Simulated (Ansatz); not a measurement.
**Hg: response to strain**

Aim: deform Hg (equal xy, yz and zx engineering shear strains of -1 %) and compute stress, forces and field gradients with LAPW, PAW and all-electron datasets made for the crystal.

Program: Ansatz 0.2.0. Level of theory: DFT PBEsol, scalar-relativistic. These are calculated values, not measurements.

### Step 1. The structure to begin with

Symmetry: P6/mmm, No. 191, hexagonal system. Conventional cell: a = 4.540 Å, b = 4.540 Å, c = 3.870 Å, α = 90.00°, β = 90.00°, γ = 120.00°. Around Hg (site symmetry -6m2) lie 3 Hg at 2.62 Å. Hg (site symmetry 6/mmm) has 12 Hg at 3.26 Å in its first shell of neighbours.

As a file:

```
CELL_PARAMETERS angstrom
4.54000 0.00000 0.00000
-2.27000 3.93176 0.00000
0.00000 0.00000 3.87000
ATOMIC_POSITIONS crystal
Hg 0.33333 0.66667 0.50000
Hg 0.00000 0.00000 0.00000
Hg 0.66667 0.33333 0.50000
```

Atoms are numbered in the order of the input: Hg1, Hg2, Hg3.

### Step 2. The deformed structure

Space group P6/mmm before, P-1 after.

### Step 3. All-electron LAPW

Input file input.yaml:

```yaml
crystal:
  lattice:
    - [4.5400020208, -0.0227000101, -0.0227000101]
    - [-2.2896597958, 3.9431070882, -0.0083087804]
    - [-0.01935, -0.01935, 3.87]
  atoms:
    - { symbol: Hg, position: [0.3333333333, 0.6666666667, 0.5] }
    - { symbol: Hg, position: [0.0, 0.0, 0.0] }
    - { symbol: Hg, position: [0.6666666667, 0.3333333333, 0.5] }
kpoints:
  mp_grid: { grid: [8, 8, 9] }
  band_path:
    path:
      - [0.0, 0.0, 0.0]
      - [0.0, 0.0, 0.5]
      - [-0.5, 0.5, 0.0]
      - [0.0, 0.0, 0.0]
      - [0.0, -0.5, 0.0]
      - [-0.5, 0.0, 0.5]
      - [0.0, 0.0, 0.0]
      - [-0.5, 0.0, 0.0]
      - [0.0, -0.5, 0.5]
    npoints: 5
scf:
  occupations: { method: fermi_dirac, width: 0.05 }
hamiltonian:
  xc: pbesol
  pseudopotentials: { kind: all_electron, lapw: { basis_error: 0.0005 } }
output:
  forces: true
  stress: true
  eigenvalues: true
```

Run with:

```
ansatz run input.yaml --threads 1 --pin off --max-ram 4096MiB --backend cpu --events-out ev --progress --plain --runs-dir out
```

### Step 4. PAW on the default files

Input file input.yaml:

```yaml
crystal:
  lattice:
    - [4.5400020208, -0.0227000101, -0.0227000101]
    - [-2.2896597958, 3.9431070882, -0.0083087804]
    - [-0.01935, -0.01935, 3.87]
  atoms:
    - { symbol: Hg, position: [0.3333333333, 0.6666666667, 0.5] }
    - { symbol: Hg, position: [0.0, 0.0, 0.0] }
    - { symbol: Hg, position: [0.6666666667, 0.3333333333, 0.5] }
kpoints:
  mp_grid: { grid: [8, 8, 9] }
scf:
  occupations: { method: fermi_dirac, width: 0.05 }
hamiltonian:
  xc: pbesol
  pseudopotentials: { kind: paw }
output:
  forces: true
  stress: true
  eigenvalues: true
  efg: { contact_densities: true }
```

### Step 5. All-electron PAW on datasets made for the crystal

input.yaml, as its differences from that of step 4:

```diff
@@ -15,3 +15,3 @@
   xc: pbesol
-  pseudopotentials: { kind: paw }
+  pseudopotentials: { kind: all_electron, datasets: crystal }
 output:
```

(Steps that only read results are left out.)

Before running it: what results should come out? Wanted: pressure; largest shear or deviatoric stress.

**Answer**, as computed:

| quantity | value |
| --- | --- |
| pressure | LAPW 7.79, PAW 7.79, crystal datasets 7.79 GPa |
| largest shear or deviatoric stress (LAPW) | 8.29 GPa |

In words: The largest part of the stress beyond the pressure is 8.29 GPa in size, in the zz component; the atoms are carried along and not relaxed. No run of the undeformed cell stands beside it, so pressure and stress hold what the given cell had before the change, as far as its symmetry allows. PAW: stress within 0.02 GPa of LAPW, forces within 1 meV/Å. Crystal datasets: stress within 0.01 GPa of LAPW, forces within 1 meV/Å. Spin-orbit coupling is left out, though the cell holds Hg; in elements this heavy it can shift bands and gaps by tenths of an eV.
